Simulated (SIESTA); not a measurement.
A run of SIESTA 5.4.2 is set up as follows.

The input HfO2.fdf:

```
SystemName                      HfO2
SystemLabel                     HfO2
NumberOfSpecies                 2
NumberOfAtoms                   12
%block ChemicalSpeciesLabel
  1  72 Hf
  2   8 O
%endblock ChemicalSpeciesLabel

UseStructFile                   true

%block kgrid.MonkhorstPack
    5   0   0  0.0
    0   8   0  0.0
    0   0   4  0.0
%endblock kgrid.MonkhorstPack
XC.Functional                   GGA
XC.Authors                      PBE
PAO.BasisSize                   DZP
PAO.EnergyShift                 0.003 Ry
Mesh.Cutoff                     800 Ry
OccupationFunction              FD
ElectronicTemperature           0.05 eV
MaxSCFIterations                120
SCF.MustConverge                false
SCF.Mixer.Method                Pulay
SCF.Mixer.Weight                0.25
SCF.Mixer.History               8
SCF.DM.Tolerance                5.0e-05
SCF.H.Tolerance                 1.0e-03 eV
WriteForces                     true
Charge.Mulliken                 end
Charge.Hirshfeld                end
Charge.Voronoi                  end
SaveRho                         true
SaveElectrostaticPotential      true
%block PAO.Basis
  Hf 5
  n=5 0 2
    3.241 0.000
  n=6 0 2
    8.163 0.000
  n=5 1 2
    3.929 0.000
  n=6 1 1
    8.163
  n=5 2 2
    7.906 0.000
%endblock PAO.Basis
```

HfO2.STRUCT_IN

```
   5.5563950000     0.0000000000     0.0000000000
   0.0000000000     3.3335970000     0.0000000000
   0.0000000000     0.0000000000     6.5049950000
12
1  72    0.7486820000     0.7500000000     0.6078710000
1  72    0.2513180000     0.2500000000     0.3921290000
1  72    0.2486820000     0.7500000000     0.8921290000
1  72    0.7513180000     0.2500000000     0.1078710000
2   8    0.6394990000     0.2500000000     0.4234000000
2   8    0.3605010000     0.7500000000     0.5766000000
2   8    0.1394990000     0.2500000000     0.0766000000
2   8    0.8605010000     0.7500000000     0.9234000000
2   8    0.5207940000     0.2500000000     0.8414530000
2   8    0.4792060000     0.7500000000     0.1585470000
2   8    0.0207940000     0.2500000000     0.6585470000
2   8    0.9792060000     0.7500000000     0.3414530000
```

Potentials or basis: PseudoDojo 0.4 standard (PBE files), DZP (energy shift 0.003 Ry; two zetas on semicore shells).

Run with:

```sh
$ siesta < HfO2.fdf > HfO2.out 2>&1
```

What does it give for the largest force?

0.240 eV/Å.

Estimate the band gap on the k mesh.

3.37 eV, direct.

Forces on the atoms (eV/Å):
```
Hf  -0.029  0.000  0.122
Hf   0.029  0.000 -0.122
Hf  -0.029  0.000 -0.122
Hf   0.029  0.000  0.122
O    0.044  0.000 -0.036
O   -0.044  0.000  0.036
O    0.044  0.000  0.036
O   -0.044  0.000 -0.036
O    0.058  0.000 -0.233
O   -0.058  0.000  0.233
O    0.058  0.000  0.233
O   -0.058  0.000 -0.233
```

Caveat: spin-orbit coupling is left out, which moves the levels of the heavy elements; an odd mesh through Γ misses points on the zone boundary, where band edges often lie; the basis of atomic orbitals isn't converged, which shifts pressures, moduli and gaps.
